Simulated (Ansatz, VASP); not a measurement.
## MgSe: VASP beside Ansatz

File INCAR:

```
SYSTEM = MgSe
PREC = Accurate
ENCUT = 600
EDIFF = 1E-6
ISMEAR = 0
SIGMA = 0.02
LREAL = .False.
LASPH = .True.
NELM = 100
ALGO = Normal
ISIF = 3
LWAVE = .False.
LCHARG = .False.
GGA = PE
IBRION = 2
NSW = 100
EDIFFG = -0.002
```

Contents of KPOINTS:

```
Automatic mesh
0
Gamma
  8 8 8
  0 0 0
```

Contents of POSCAR:

```
MgSe
1.0
    0.0000000000      2.7250000000      2.7250000000
    2.7250000000      0.0000000000      2.7250000000
    2.7250000000      2.7250000000      0.0000000000
Mg Se
1 1
Direct
    0.0000000000      0.0000000000      0.0000000000
    0.5000000000      0.5000000000      0.5000000000
```

Input for Ansatz:

```yaml
crystal:
  lattice:
    - [0.0, 2.725, 2.725]
    - [2.725, 0.0, 2.725]
    - [2.725, 2.725, 0.0]
  atoms:
    - { symbol: Mg, position: [0.0, 0.0, 0.0] }
    - { symbol: Se, position: [0.5, 0.5, 0.5] }
basis:
  ecutwfc: 420
kpoints:
  mp_grid: { grid: [8, 8, 8] }
hamiltonian:
  xc: pbe
  pseudopotentials: { kind: paw, azcp: { folder: soft_1 } }
scf:
  occupations: { method: gaussian, width: 0.02 }
output:
  forces: true
  stress: true
  eigenvalues: true
  write_density: true
  write_potential: true
  elf: true
  volumetric_format: npy
relax:
  adjacent_minimum: "off"
  f_tol: 0.002
  max_steps: 80
  cell: { stress_tol: 0.02 }
```

The cell was built by a generator and needn't be a form met in nature.

Alike in both runs: task relaxation of cell and atoms; functional PBE; k mesh 8 × 8 × 8; occupations gaussian, width 0.02 eV; no spin polarisation.

```csv
,VASP,Ansatz
version,VASP 6.6.1,Ansatz 0.2.0
potentials or method,"VASP PAW PBE potentials, release 64 (Mg, Se)","scalar-relativistic, plane waves, PAW"
plane-wave cutoff (eV),600,420
valence electrons in the cell,8,26
```

|  | VASP | Ansatz | Ansatz less VASP |
| --- | --- | --- | --- |
| gap on the k mesh at the Fermi level, each at its own relaxed structure (eV) | 1.75 | 1.77 | +0.018 |
| relaxed volume (Å³/atom) | 20.84 | 20.89 | +0.047 |
| relaxed cell length with the largest relative difference (Å) | 3.892 | 3.895 | +0.0029 |
| energy change over the relaxation (meV/atom) | -4 | -4 | -0.5 |

The two sets of potentials don't hold the same shells in valence.

A k mesh can miss the band edges. A hybrid or GW would open this gap; PBE tends to underestimate it.
